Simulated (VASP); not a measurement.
# Co in VASP: a series of runs, part 2 of 2

VASP 6.6.1. The steps go on from the part before.

**3. Single point, PBE, collinear spin, ferromagnetic start**

Input file INCAR:

```
SYSTEM = Co
ALGO = Normal
DIPOL = 0.5 0.5 0.500
EDIFF = 1E-7
ENCUT = 520
GGA = PE
IDIPOL = 3
ISIF = 2
ISMEAR = 1
ISPIN = 2
LASPH = .True.
LCHARG = .False.
LDIPOL = .True.
LMAXMIX = 4
LORBIT = 11
LREAL = .False.
LVACPOTAV = .True.
LVHAR = .True.
LWAVE = .False.
MAGMOM = 2 2 2 2 2 2 2
NBANDS = 46
NELM = 120
PREC = Accurate
SIGMA = 0.1
```

Input file KPOINTS:

```
k-points
0
Gamma
  5 5 1
  0 0 0
```

Input file POSCAR:

```
Co
1.0
    2.4873648738      0.0000000000      0.0000000000
   -1.2436824369      2.1541211692      0.0000000000
    0.0000000000      0.0000000000     24.1898685102
Co
7
Direct
    0.3333333300      0.6666666600      0.2466179555
    0.6666666700      0.3333333400      0.3339181798
    0.3333333300      0.6666666600      0.4145928042
    0.6666666700      0.3333333400      0.5018930286
    0.3333333300      0.6666666600      0.5825676529
    0.6666666700      0.3333333400      0.6698678773
    0.3333333300      0.6666666600      0.7505425017
```

Potentials or basis: VASP PAW PBE potentials, release 64 (Co).

Started as:

```
cat potpaw_PBE.64/Co/POTCAR > POTCAR
mpirun -np 1 vasp_std > vasp.out
```

Wall time 5.7 min (1 thread of Intel Xeon Platinum 8259CL at 2.50GHz (Skylake/Cascade Lake), shared host); peak memory 0.29 GiB.

The run converged, but some of its settings lie outside the range that counts as converged, so its numbers aren't taken as properties of the slab.

Results:

* Free energy: -47.4791 eV
* Largest force: 0.920 eV/Å
* Band gap on the k mesh: none (metal or under the smearing width)
* Net moment: 12.84 μB per cell
* Site moments: Co +1.92, +1.83, +1.80, +1.79, +1.87 μB
* Valence electrons inside the program's atomic spheres: Co 8.07, 8.27, 8.15
* Work function of the upper face: 4.85 eV
* Work function of the lower face: 5.04 eV

Caveat: the k mesh is coarse (spacing up to 0.58 Å⁻¹), so the values aren't converged.

**4. Single point, PBE, collinear spin, ferromagnetic start**

This run uses another cell than the first one, of 13.92 Å³/atom, 0.752 times its volume.

INCAR, as its differences from that of step 3:

```diff
@@ -4,3 +4,3 @@
 EDIFF = 1E-7
-ENCUT = 520
+ENCUT = 460
 GGA = PE
```

Input file KPOINTS:

```
k-points
0
Gamma
  10 10 1
  0 0 0
```

Input file POSCAR:

```
Co
1.0
    2.4873648738      0.0000000000      0.0000000000
   -1.2436824369      2.1541211692      0.0000000000
    0.0000000000      0.0000000000     18.1898685102
Co
7
Direct
    0.3333333300      0.6666666600      0.1630388870
    0.6666666700      0.3333333400      0.2791354352
    0.3333333300      0.6666666600      0.3864209032
    0.6666666700      0.3333333400      0.5025174515
    0.3333333300      0.6666666600      0.6098029195
    0.6666666700      0.3333333400      0.7258994678
    0.3333333300      0.6666666600      0.8331849358
```

Potentials or basis: VASP PAW PBE potentials, release 64 (Co).

Started as:

```
cat potpaw_PBE.64/Co/POTCAR > POTCAR
mpirun -np 1 vasp_std > vasp.out
```

OUTCAR:

```text
SYSTEM = Co
   EDIFF = 1E-7
   ENCUT = 460
   GGA = PE
   ISIF = 2
   ISMEAR = 1
   ISPIN = 2
   LASPH = .True.
   LORBIT = 11
   LREAL = .False.
   NELM = 120
   PREC = Accurate

 Found     14 irreducible k-points:

 Following reciprocal coordinates:
            Coordinates               Weight
  0.000000  0.000000  0.000000      1.000000
  0.100000  0.000000  0.000000      6.000000
[... 665 lines left out ...]
 -----------------------------------------------------------------------------------
      0.00000      1.43608      2.96566        -0.000000     -0.000000      0.573748
      1.24368      0.71804      5.07744         0.000000     -0.000000     -0.888823
      0.00000      1.43608      7.02895         0.000000     -0.000000      0.616709
      1.24368      0.71804      9.14073         0.000000     -0.000000     -0.503410
      0.00000      1.43608     11.09223         0.000000      0.000000      0.404582
      1.24368      0.71804     13.20402        -0.000000     -0.000000     -0.158561
      0.00000      1.43608     15.15552        -0.000000      0.000000     -0.044246
 -----------------------------------------------------------------------------------
    total drift:                                0.000000     -0.000000      0.000276

  FREE ENERGIE OF THE ION-ELECTRON SYSTEM (eV)
  ---------------------------------------------------
  free  energy   TOTEN  =       -47.7383398147 eV

  energy  without entropy=      -47.7338174716  energy(sigma->0) =      -47.73683237

 total charge

# of ion       s       p       d       tot
------------------------------------------
    1        0.473   0.384   7.211   8.069
    2        0.489   0.519   7.261   8.268
    3        0.489   0.522   7.262   8.273
    4        0.491   0.523   7.257   8.271
    5        0.490   0.522   7.261   8.273
    6        0.488   0.521   7.257   8.267
    7        0.489   0.418   7.243   8.149
--------------------------------------------------
tot          3.409   3.409  50.753  57.571

 magnetization (x)

# of ion       s       p       d       tot
------------------------------------------
    1       -0.007  -0.033   1.853   1.813
    2       -0.012  -0.048   1.767   1.706
    3       -0.013  -0.052   1.730   1.664
    4       -0.012  -0.049   1.753   1.692
    5       -0.013  -0.051   1.739   1.675
    6       -0.013  -0.050   1.780   1.716
    7       -0.008  -0.035   1.815   1.772
--------------------------------------------------
tot         -0.079  -0.320  12.437  12.038
```

OSZICAR:

```text
N       E                     dE             d eps       ncg     rms          rms(c)
DAV:   1     0.457028143575E+03    0.45703E+03   -0.25442E+04  2576   0.162E+03
DAV:   2    -0.175724422757E+02   -0.47460E+03   -0.44751E+03  2576   0.340E+02
[... 41 lines left out ...]
DAV:  44    -0.477383403045E+02   -0.12062E-05   -0.37726E-05  3636   0.667E-02    0.344E-02
DAV:  45    -0.477383389259E+02    0.13786E-05   -0.13586E-05  2738   0.412E-02    0.212E-02
DAV:  46    -0.477383391631E+02   -0.23721E-06   -0.30735E-06  3390   0.207E-02    0.137E-02
DAV:  47    -0.477383395732E+02   -0.41017E-06   -0.16862E-06  2678   0.146E-02    0.136E-02
DAV:  48    -0.477383398651E+02   -0.29184E-06   -0.13448E-07  1640   0.528E-03    0.127E-02
DAV:  49    -0.477383398147E+02    0.50337E-07   -0.20981E-07  1626   0.785E-03
   1 F= -.47738340E+02 E0= -.47736832E+02  d E =-.452234E-02  mag=    11.9160
```

Wall time 6.5 min (1 thread of Intel Xeon Platinum 8259CL at 2.50GHz (Skylake/Cascade Lake), shared host); peak memory 0.27 GiB.

These settings aren't checked as converged: the numbers below hold their error.

What came out:

```yaml
Free_energy: -47.7383 eV
Largest_force: 0.889 eV/Å
Band_gap_on_the_k_mesh: none (metal or under the smearing width)
Net_moment: 11.92 μB per cell
Site_moments: Co +1.81, +1.71, +1.66, +1.69, +1.68, +1.72, +1.77 μB
Valence_electrons_inside_the_program's_atomic_spheres: Co 8.07, 8.27, 8.15
```

**5. Single point, PBE, collinear spin, ferromagnetic start**

This run uses another cell than the first one, of 13.92 Å³/atom, 0.752 times its volume.

INCAR, as its differences from that of step 4:

```diff
@@ -2,3 +2,2 @@
 ALGO = Normal
-DIPOL = 0.5 0.5 0.500
 EDIFF = 1E-7
@@ -12,3 +11,2 @@
 LCHARG = .False.
-LDIPOL = .True.
 LMAXMIX = 4
```

Input file KPOINTS:

```
k-points
0
Gamma
  12 12 1
  0 0 0
```

POSCAR is that of step 4.

Potentials or basis: VASP PAW PBE potentials, release 64 (Co).

Started as:

```
cat potpaw_PBE.64/Co/POTCAR > POTCAR
mpirun -np 1 vasp_std > vasp.out
```

OUTCAR:

```text
SYSTEM = Co
   EDIFF = 1E-7
   ENCUT = 460
   GGA = PE
   ISIF = 2
   ISMEAR = 1
   ISPIN = 2
   LASPH = .True.
   LORBIT = 11
   LREAL = .False.
   NELM = 120
   PREC = Accurate

 Found     19 irreducible k-points:

 Following reciprocal coordinates:
            Coordinates               Weight
  0.000000  0.000000  0.000000      1.000000
  0.083333  0.000000  0.000000      6.000000
[... 663 lines left out ...]
 -----------------------------------------------------------------------------------
      0.00000      1.43608      2.96566         0.000000      0.000000      0.571333
      1.24368      0.71804      5.07744        -0.000000      0.000000     -0.873927
      0.00000      1.43608      7.02895         0.000000      0.000000      0.612338
      1.24368      0.71804      9.14073         0.000000     -0.000000     -0.499979
      0.00000      1.43608     11.09223        -0.000000      0.000000      0.414305
      1.24368      0.71804     13.20402        -0.000000      0.000000     -0.185084
      0.00000      1.43608     15.15552         0.000000     -0.000000     -0.038987
 -----------------------------------------------------------------------------------
    total drift:                                0.000000     -0.000000     -0.000884

  FREE ENERGIE OF THE ION-ELECTRON SYSTEM (eV)
  ---------------------------------------------------
  free  energy   TOTEN  =       -47.7131357353 eV

  energy  without entropy=      -47.7118235476  energy(sigma->0) =      -47.71269834

 total charge

# of ion       s       p       d       tot
------------------------------------------
    1        0.475   0.385   7.209   8.069
    2        0.488   0.520   7.260   8.268
    3        0.491   0.524   7.258   8.272
    4        0.490   0.524   7.258   8.271
    5        0.491   0.523   7.258   8.272
    6        0.488   0.522   7.257   8.267
    7        0.490   0.416   7.243   8.149
--------------------------------------------------
tot          3.413   3.412  50.743  57.568

 magnetization (x)

# of ion       s       p       d       tot
------------------------------------------
    1       -0.007  -0.035   1.844   1.802
    2       -0.013  -0.049   1.772   1.710
    3       -0.012  -0.051   1.744   1.681
    4       -0.013  -0.050   1.733   1.670
    5       -0.012  -0.049   1.743   1.682
    6       -0.014  -0.051   1.784   1.719
    7       -0.008  -0.035   1.796   1.753
--------------------------------------------------
tot         -0.079  -0.318  12.416  12.018
```

OSZICAR:

```text
N       E                     dE             d eps       ncg     rms          rms(c)
DAV:   1     0.459468721854E+03    0.45947E+03   -0.25371E+04  3496   0.162E+03
[... 35 lines left out ...]
DAV:  37    -0.477135059639E+02    0.18423E-05   -0.30874E-06  3734   0.281E-02    0.234E-02
DAV:  38    -0.477135053987E+02    0.56528E-06   -0.19869E-06  3932   0.195E-02    0.174E-02
DAV:  39    -0.477135049917E+02    0.40693E-06   -0.20439E-06  3948   0.126E-02    0.106E-02
DAV:  40    -0.477135051958E+02   -0.20407E-06   -0.45262E-07  2718   0.886E-03    0.935E-03
DAV:  41    -0.477135048204E+02    0.37543E-06   -0.68493E-07  2966   0.872E-03    0.664E-03
DAV:  42    -0.477135045171E+02    0.30326E-06   -0.59366E-07  2706   0.652E-03    0.233E-03
DAV:  43    -0.477135045143E+02    0.27649E-08   -0.11048E-07  2408   0.282E-03
   1 F= -.47713136E+02 E0= -.47712698E+02  d E =-.131219E-02  mag=    11.8972
```

stdout:

```text
POSCAR found type information on POSCAR Co
 POSCAR found :  1 types and       7 ions
 scaLAPACK will be used
 LDA part: xc-table for (Slater+PW92), standard interpolation
 POSCAR, INCAR and KPOINTS ok, starting setup
 FFT: planning ... GRIDC
 FFT: planning ... GRID_SOFT
 FFT: planning ... GRID
 WAVECAR not read
 entering main loop
```

It took 6.8 min on 1 thread of Intel Xeon Platinum 8259CL at 2.50GHz (Skylake/Cascade Lake), shared host; peak memory 0.29 GiB.

These settings aren't checked as converged: the numbers below hold their error.

Results:

```
Free energy                                           : -47.7131 eV
Largest force                                         : 0.874 eV/Å
Band gap on the k mesh                                : none (metal or under the smearing width)
Net moment                                            : 11.90 μB per cell
Site moments                                          : Co +1.80, +1.71, +1.68, +1.67, +1.72, +1.75 μB
Valence electrons inside the program's atomic spheres : Co 8.07, 8.27, 8.15
```
